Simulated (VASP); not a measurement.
# SrO (Fm-3m) in VASP: band structure with r2SCAN+rVV10

Aim: the band structure of SrO with r2SCAN+rVV10.

Program: VASP 6.6.1. These are calculated values, not measurements. Logs are shortened: lines on timing, memory, paths and dates and some standing lists are left out, and cuts for length are marked.

## Step 1: Starting point

Symmetry: Fm-3m, No. 225, cubic system. The conventional cell has a = 5.151 Å, b = 5.151 Å, c = 5.151 Å, α = 90.00°, β = 90.00°, γ = 90.00°. Around Sr (site symmetry m-3m) lie 6 O at 2.58 Å. O (site symmetry m-3m) has 6 Sr at 2.58 Å as nearest neighbours.

The cell was built by a generator and needn't be a form met in nature.

## Step 2: Band structure, r2SCAN+rVV10

Input file INCAR:

```
PREC     = Accurate       # precision mode
ENCUT    = 520            # plane-wave cutoff, eV
EDIFF    = 1E-7           # SCF threshold, eV
ISMEAR   = 0              # smearing method
SIGMA    = 0.02           # smearing width, eV
LREAL    = False          # projectors in reciprocal space
LASPH    = True           # aspherical terms in the spheres
NELM     = 100            # most SCF steps
ALGO     = Normal         # electronic algorithm
ISIF     = 2              # what is computed and relaxed
LWAVE    = False          # write WAVECAR
LCHARG   = False          # write CHGCAR
METAGGA  = R2SCAN         # meta-GGA
LMIXTAU  = True         
LUSE_VDW = True         
IVDW_NL  = 2            
BPARAM   = 11.95        
CPARAM   = 0.0093       
KPAR     = 4
```

Input file KPOINTS:

```
Automatic mesh
0
Gamma
  10 10 10
```

Input file POSCAR:

```
SrO                                     
1.0
    0.0000000000      2.5754250918      2.5754250918
    2.5754250918      0.0000000000      2.5754250918
    2.5754250918      2.5754250918      0.0000000000
  Sr              O             
     1     1
Direct
     0.0000000000000000    0.0000000000000000    0.0000000000000000
     0.5000000000000000    0.5000000000000000    0.5000000000000000
```

Input file KPOINTS_OPT:

```
path GXWKGLUWLK,UX
20
line-mode
reciprocal
 0.0000000000  0.0000000000  0.0000000000  G
 0.5000000000  0.0000000000  0.5000000000  X

 0.5000000000  0.0000000000  0.5000000000  X
 0.5000000000  0.2500000000  0.7500000000  W

 0.5000000000  0.2500000000  0.7500000000  W
 0.3750000000  0.3750000000  0.7500000000  K

 0.3750000000  0.3750000000  0.7500000000  K
 0.0000000000  0.0000000000  0.0000000000  G

 0.0000000000  0.0000000000  0.0000000000  G
 0.5000000000  0.5000000000  0.5000000000  L

 0.5000000000  0.5000000000  0.5000000000  L
 0.6250000000  0.2500000000  0.6250000000  U

 0.6250000000  0.2500000000  0.6250000000  U
 0.5000000000  0.2500000000  0.7500000000  W

 0.5000000000  0.2500000000  0.7500000000  W
 0.5000000000  0.5000000000  0.5000000000  L

 0.5000000000  0.5000000000  0.5000000000  L
 0.3750000000  0.3750000000  0.7500000000  K

 0.6250000000  0.2500000000  0.6250000000  U
 0.5000000000  0.0000000000  0.5000000000  X
```

Potentials or basis: VASP PAW PBE potentials, release 64 (Sr_sv, O).

On the command line:

```console
cat potpaw_PBE.64/Sr_sv/POTCAR potpaw_PBE.64/O/POTCAR > POTCAR
mpirun -np 4 vasp_std > vasp.out
```

OUTCAR:

```text
PREC = Accurate
   ENCUT = 520
   EDIFF = 1E-7
   ISMEAR = 0
   LREAL = False
   LASPH = True
   NELM = 100
   ISIF = 2
   METAGGA = R2SCAN
   IVDW_NL = 2
   BPARAM = 11.95

 ion  position               nearest neighbor table
   1  0.000  0.000  0.000-   2 2.58   2 2.58   2 2.58   2 2.58   2 2.58   2 2.58
   2  0.500  0.500  0.500-   1 2.58   1 2.58   1 2.58   1 2.58   1 2.58   1 2.58

  LATTYP: Found a face centered cubic cell.
 ALAT       =     5.1508501836

  Lattice vectors:

 A1 = (   0.0000000000,   2.5754250918,   2.5754250918)
 A2 = (   2.5754250918,   0.0000000000,   2.5754250918)
 A3 = (   2.5754250918,   2.5754250918,   0.0000000000)

Analysis of symmetry for initial positions (statically):
=====================================================================
 Subroutine PRICEL returns:
 Original cell was already a primitive cell.

 Routine SETGRP: Setting up the symmetry group for a
 face centered cubic supercell.

 Subroutine GETGRP returns: Found 48 space group operations
 (whereof 48 operations were pure point group operations)
 out of a pool of 48 trial point group operations.

The static configuration has the point symmetry O_h .

Analysis of symmetry for dynamics (positions and initial velocities):
=====================================================================
 Subroutine PRICEL returns:
 Original cell was already a primitive cell.

 Routine SETGRP: Setting up the symmetry group for a
 face centered cubic supercell.

 Subroutine GETGRP returns: Found 48 space group operations
 (whereof 48 operations were pure point group operations)
 out of a pool of 48 trial point group operations.

The dynamic configuration has the point symmetry O_h .

 Subroutine INISYM returns: Found 48 space group operations
 (whereof 48 operations are pure point group operations),
 and found     1 'primitive' translations

----------------------------------------------------------------------------------------

                                     Primitive cell

  volume of cell :      34.1646

  direct lattice vectors                    reciprocal lattice vectors
     0.000000000  2.575425092  2.575425092    -0.194142707  0.194142707  0.194142707
     2.575425092  0.000000000  2.575425092     0.194142707 -0.194142707  0.194142707
     2.575425092  2.575425092  0.000000000     0.194142707  0.194142707 -0.194142707

  length of vectors
     3.642201094  3.642201094  3.642201094     0.336265033  0.336265033  0.336265033

  position of ions in fractional coordinates (direct lattice)
     0.000000000  0.000000000  0.000000000
     0.500000000  0.500000000  0.500000000

  ion indices of the primitive-cell ions
   primitive index   ion index
                 1           1
                 2           2

----------------------------------------------------------------------------------------

 KPOINTS: Automatic mesh

Automatic generation of k-mesh.
 Grid dimensions read from file:
 generate k-points for:   10   10   10

 Generating k-lattice:

  Cartesian coordinates                     Fractional coordinates (reciprocal lattice)
    -0.019414271  0.019414271  0.019414271     0.100000000  0.000000000  0.000000000
     0.019414271 -0.019414271  0.019414271     0.000000000  0.100000000  0.000000000
     0.019414271  0.019414271 -0.019414271     0.000000000  0.000000000  0.100000000

  Length of vectors
     0.033626503  0.033626503  0.033626503

  Shift w.r.t. Gamma in fractional coordinates (k-lattice)
     0.000000000  0.000000000  0.000000000

 Subroutine IBZKPT returns following result:
 ===========================================

 Found     47 irreducible k-points:

 Following reciprocal coordinates:
            Coordinates               Weight
  0.000000  0.000000  0.000000      1.000000
  0.100000  0.000000  0.000000      8.000000
  0.200000  0.000000  0.000000      8.000000
  0.300000  0.000000  0.000000      8.000000
  0.400000  0.000000  0.000000      8.000000
  0.500000  0.000000  0.000000      4.000000
[... 16 lines left out ...]
  0.300000  0.300000  0.000000      6.000000
  0.400000  0.300000  0.000000     24.000000
 [... further k-points ...]
   k-points           NKPTS =     47   k-points in BZ     NKDIM =     47   number of bands    NBANDS=     12
   number of dos      NEDOS =    301   number of ions     NIONS =      2
   total plane-waves  NPLWV =  21952
   dimension x,y,z NGX =    28 NGY =   28 NGZ =   28
   dimension x,y,z NGXF=    56 NGYF=   56 NGZF=   56
   ions per type =               1   1
   NGX,Y,Z   is equivalent  to a cutoff of  12.78, 12.78, 12.78 a.u.
   NGXF,Y,Z  is equivalent  to a cutoff of  25.56, 25.56, 25.56 a.u.
 SYSTEM =  unknown system
   PREC   = accura    normal or accurate (medium, high low for compatibility)
   ISTART =      0    job   : 0-new  1-cont  2-samecut
   ICHARG =      2    charge: 1-file 2-atom 10-const
   ISPIN  =      1    spin polarized calculation?
   LNONCOLLINEAR =      F non collinear calculations
   LSORBIT =      F    spin-orbit coupling
   LASPH  =      T    aspherical Exc in radial PAW
   ENCUT  =  520.0 eV  38.22 Ry    6.18 a.u.   6.77  6.77  6.77*2*pi/ulx,y,z
   NELM   =    100;   NELMIN=  2; NELMDL= -5     # of ELM steps
   EDIFF  = 0.1E-06   stopping-criterion for ELM
   LREAL  =      F    real-space projection
   EDIFFG = 0.1E-05   stopping-criterion for IOM
   NSW    =      0    number of steps for IOM
   IBRION =     -1    ionic relax: 0-MD 1-quasi-New 2-CG
   NFREE  =      0    steps in history (QN), initial steepest desc. (CG)
   ISIF   =      2    stress and relaxation
   ISYM   =      2    0-nonsym 1-usesym 2-fastsym
   POTIM  = 0.5000    time-step for ionic-motion
   TEBEG  =    0.0;   TEEND  =   0.0 temperature during run
   PSTRESS=    0.0 pullay stress
   NELECT =      16.0000    total number of electrons
   NUPDOWN=      -1.0000    fix difference up-down
   EMIN   =  10.00;   EMAX   =-10.00  energy-range for DOS
   EFERMI =   0.00;   METHOD = LEGACY
   ISMEAR =     0;   SIGMA  =   0.02  broadening in eV -4-tet -1-fermi 0-gaus
   EFERMI_NEDOS =   21; number of points for ismear=-14 and -15
   IALGO  =     38    algorithm
   IMIX   =      4    mixing-type and parameters
     AMIX     =   0.40;   BMIX     =  1.00
     AMIX_MAG =   1.60;   BMIX_MAG =  1.00
  volume/ion in A,a.u.               =      17.08       115.28
  Fermi-wavevector in a.u.,A,eV,Ry     =   1.271323  2.402452 21.990582  1.616262
  Thomas-Fermi vector in A             =   2.404262
   LORBIT       =      0    0 simple, 1 ext, 2 COOP (PROOUT), +10 PAW based schemes
   METAGGA = R2SCAN    functional components
   LHFCALC =     F    Hartree Fock is set to
   AEXX    =    0.0000 exact exchange contribution
   IVDW_NL    =     2    kernel type
   BPARAM     =11.9500
   IVDW    =     0    specifies the selected vdW correction
   LEPSILON=     F    determine dielectric tensor
   LRPA    =     F    only Hartree local field effects (RPA)
 non-spin polarized calculation
 Gauss-broadening in eV      SIGMA  =   0.02
  energy-cutoff  :      520.00
  volume of cell :       34.16
 maximum number of plane-waves:       941
   NGX = 13   NGY = 13   NGZ = 13

 number of electron      15.9999997 magnetization

 Free energy of the ion-electron system (eV)
  ---------------------------------------------------
  ext. energy  EPLUGINS =         0.00000000
  ---------------------------------------------------
  free energy    TOTEN  =       -26.65770170 eV

  energy without entropy =      -26.65770170  energy(sigma->0) =      -26.65770170

 E-fermi :   1.3885     XC(G=0): -10.6174

 val. band max:        1.2940011912   @ k =   0.0000   0.0000   0.0000
 cond. band min:       4.9937839388   @ k =   0.5000   0.5000   0.0000
 fundamental gap:      3.6997827477
 Fermi energy:         1.3885429332

 k-point     1 :       0.0000    0.0000    0.0000
  band No.  band energies     occupation
      1     -32.1538      2.00000
      2     -14.7273      2.00000
      3     -13.1845      2.00000
      4     -13.1845      2.00000
      5     -13.1845      2.00000
      6       1.2940      2.00000
      7       1.2940      2.00000
      8       1.2940      2.00000
      9       5.8451      0.00000
     10       8.0422      0.00000
     11       8.0422      0.00000
     12       8.0422      0.00000

 k-point     2 :       0.1000    0.0000    0.0000
  band No.  band energies     occupation
      1     -32.1409      2.00000
      2     -14.9204      2.00000
      3     -13.1920      2.00000
      4     -13.1920      2.00000
      5     -13.0230      2.00000
      6       1.0043      2.00000
      7       1.1672      2.00000
      8       1.1672      2.00000
      9       6.3003      0.00000
     10       7.9198      0.00000
     11       8.2432      0.00000
     12       8.2432      0.00000

 k-point     3 :       0.2000    0.0000    0.0000
  band No.  band energies     occupation
      1     -32.1069      2.00000
      2     -15.3163      2.00000
      3     -13.2113      2.00000
      4     -13.2113      2.00000
      5     -12.7112      2.00000
      6       0.3824      2.00000
      7       0.8592      2.00000
      8       0.8592      2.00000
      9       7.3861      0.00000
     10       7.7991      0.00000
     11       8.8115      0.00000
     12       8.8115      0.00000
[... 286 lines left out ...]
 k-point    23 :       0.3000    0.3000    0.0000
  band No.  band energies     occupation
      1     -32.0374      2.00000
      2     -15.3220      2.00000
      3     -13.4201      2.00000
      4     -13.4201      2.00000
      5     -12.9852      2.00000
      6       0.0505      2.00000
      7       1.1508      2.00000
      8       1.1508      2.00000
      9       5.7444      0.00000
     10       8.3998      0.00000
     11      11.1261      0.00000
     12      11.1261      0.00000

 k-point    24 :       0.4000    0.3000    0.0000
  band No.  band energies     occupation
      1     -32.0109      2.00000
      2     -15.3195      2.00000
      3     -13.5307      2.00000
      4     -13.4550      2.00000
      5     -13.1038      2.00000
      6       0.2401      2.00000
      7       0.9920      2.00000
      8       1.0639      2.00000
      9       5.6851      0.00000
     10       9.0958      0.00000
     11      11.4179      0.00000
     12      11.6408      0.00000

 [... further k-points ...]

------------------------ aborting loop because EDIFF is reached ----------------------------------------

  FORCE on cell =-STRESS in cart. coord.  units (eV):
  Direction    XX          YY          ZZ          XY          YZ          ZX
  --------------------------------------------------------------------------------------
  -------------------------------------------------------------------------------------
  Total        0.0167989      0.0167989      0.0167989      0.0000000      0.0000000      0.0000000
  in kB        0.7877967      0.7877967      0.7877967      0.0000000      0.0000000      0.0000000
  external PRESSURE =       0.7877967 kB  Pullay stress =       0.0000000 kB

 VOLUME and BASIS-vectors are now :
 -----------------------------------------------------------------------------
  energy-cutoff  :      520.00
  volume of cell :       34.16
      direct lattice vectors                 reciprocal lattice vectors
     0.000000000  2.575425092  2.575425092    -0.194142707  0.194142707  0.194142707
     2.575425092  0.000000000  2.575425092     0.194142707 -0.194142707  0.194142707
     2.575425092  2.575425092  0.000000000     0.194142707  0.194142707 -0.194142707

 POSITION                                       TOTAL-FORCE (eV/Angst)
 -----------------------------------------------------------------------------------
      0.00000      0.00000      0.00000        -0.000000      0.000000      0.000000
      2.57543      2.57543      2.57543         0.000000     -0.000000     -0.000000
 -----------------------------------------------------------------------------------
    total drift:                                0.000000      0.000000      0.000000

  FREE ENERGIE OF THE ION-ELECTRON SYSTEM (eV)
  ---------------------------------------------------
  free  energy   TOTEN  =       -26.6577017011 eV

  energy  without entropy=      -26.6577017011  energy(sigma->0) =      -26.65770170
```

Run time: 86 s. Hardware: 4 MPI ranks of Intel Xeon 6975P-C (Granite Rapids), shared host; peak memory 0.28 GiB.

Results:

| Item | Value |
| --- | --- |
| Free energy | -26.6577 eV |
| Pressure | 0.1 GPa |
| Band gap on the k mesh | 3.70 eV, indirect (least direct gap 3.79 eV) |
| Band gap along the path | 3.70 eV, indirect (least direct gap 3.79 eV) |

Levels at the corners of the path, in eV from the valence-band top:
```
point  band 5  band 6  band 7  band 8  band 9  band 10  band 11  band 12
    Γ  -14.48    0.00    0.00    0.00    4.55     6.75     6.75     6.75
    X  -14.84   -0.44   -0.09   -0.09    3.70     8.47    10.90    11.00
    X  -14.84   -0.44   -0.09   -0.09    3.70     8.47    10.90    11.00
    W  -14.03   -1.11   -0.44   -0.44    6.50     6.50     9.28    11.71
    W  -14.03   -1.11   -0.44   -0.44    6.50     6.50     9.28    11.70
    K  -14.21   -0.93   -0.57   -0.48    5.24     8.44     9.40    10.75
    K  -14.21   -0.93   -0.57   -0.48    5.24     8.44     9.40    10.75
    Γ  -14.48    0.00    0.00    0.00    4.55     6.75     6.75     6.75
    Γ  -14.48    0.00    0.00    0.00    4.55     6.75     6.75     6.75
    L  -13.48   -2.12   -1.12   -1.12    7.06     8.96     9.45     9.45
    L  -13.48   -2.12   -1.12   -1.12    7.06     8.96     9.45     9.45
    U  -14.21   -0.93   -0.57   -0.48    5.24     8.44     9.40    10.75
    U  -14.21   -0.93   -0.57   -0.48    5.24     8.44     9.40    10.75
    W  -14.03   -1.11   -0.44   -0.44    6.50     6.50     9.28    11.70
    W  -14.03   -1.11   -0.44   -0.44    6.50     6.50     9.28    11.70
    L  -13.48   -2.12   -1.12   -1.12    7.06     8.96     9.45     9.45
    L  -13.48   -2.12   -1.12   -1.12    7.06     8.96     9.45     9.45
    K  -14.21   -0.93   -0.57   -0.48    5.24     8.44     9.40    10.75
    U  -14.21   -0.93   -0.57   -0.48    5.24     8.44     9.40    10.75
    X  -14.84   -0.44   -0.09   -0.09    3.70     8.47    10.90    11.00
```

Caveat: the PAW data sets were made with another functional, which shifts forces and pressure a little. r2SCAN opens gaps a little over a GGA but as a rule still falls short of measured ones.
